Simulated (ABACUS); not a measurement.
Input of an ABACUS 3.10.1 run:

INPUT

```
INPUT_PARAMETERS
suffix              Zn
calculation         cell-relax
basis_type          lcao
pseudo_dir          ./
orbital_dir         ./
latname             hexagonal
symmetry            1
dft_functional      pbe
ecutwfc             100
pseudo_rcut         7
nspin               1
nbands              24
ks_solver           genelpa
smearing_method     fd
smearing_sigma      0.00367493
scf_thr             1e-07
scf_nmax            100
mixing_type         broyden
mixing_beta         0.7
cal_force           1
cal_stress          1
out_mul             1
relax_nmax          60
force_thr_ev        0.01
relax_method        cg
out_stru            1
stress_thr          0.2
press1              50
press2              50
press3              50
```

Contents of STRU:

```
ATOMIC_SPECIES
Zn 65.3800 Zn.upf

NUMERICAL_ORBITAL
Zn_confined-atom_7au_3s2p2d1f.orb

LATTICE_CONSTANT
5.0455687528

LATTICE_PARAMETERS
1.8599250936

ATOMIC_POSITIONS
Direct

Zn
0.0
2
0.6666666667 0.3333333333 0.7500000000 1 1 1
0.3333333333 0.6666666667 0.2500000000 1 1 1
```

Contents of KPT:

```
K_POINTS
0
Gamma
8 8 4 0 0 0
```

Potentials or basis: PseudoDojo NC SR 0.4.1 PBE standard, DZP LCAO (the cutoffs set its grid).

Launch:

```sh
$ OMP_NUM_THREADS=1 mpirun -np 4 abacus > log
```

**Question.** What does it give for the relaxed cell?

**Answer.** a = 2.704 Å, b = 2.704 Å, c = 4.496 Å, α = 90.00°, β = 90.00°, γ = 120.00°.

**Question.** Estimate the relaxed volume.

**Answer.** 14.23 Å³/atom.

**Question.** Estimate the space group after relaxing (to 0.05 Å).

**Answer.** P6_3/mmc (No. 194).

The path:
| step | energy change (eV) | largest force (eV/Å) | pressure (GPa) | volume (Å³) |
| --- | --- | --- | --- | --- |
| 1 | 0.0000 | 0.0000 | 0.30 | 30.66 |
| 2 | 0.0233 | 0.0000 | 5.79 | 28.63 |
| 3 | 0.0274 | 0.0000 | 6.25 | 28.50 |
| 4 | 0.0159 | 0.0000 | 6.01 | 28.23 |
| 5 | 0.0699 | 0.0000 | 9.97 | 27.29 |
| 6 | 0.0044 | 0.0000 | 7.03 | 27.93 |
| 7 | 0.0204 | 0.0000 | 8.31 | 27.62 |
| 8 | -0.0381 | 0.0000 | 2.15 | 29.33 |
| 9 | -0.0355 | 0.0000 | 2.66 | 29.17 |
| 10 | 0.0030 | 0.0000 | 7.17 | 27.88 |
| 11 | -0.0199 | 0.0000 | 4.93 | 28.48 |
| 12 | -0.0200 | 0.0000 | 4.93 | 28.48 |
| 13 | -0.0200 | 0.0000 | 4.93 | 28.48 |
| 14 | -0.0188 | 0.0000 | 5.05 | 28.45 |
| 15 | -0.0193 | 0.0000 | 5.00 | 28.46 |

Caveat: the atomic orbitals were generated for these runs and aren't a published set; the basis of atomic orbitals isn't converged, which shifts pressures, moduli and gaps.
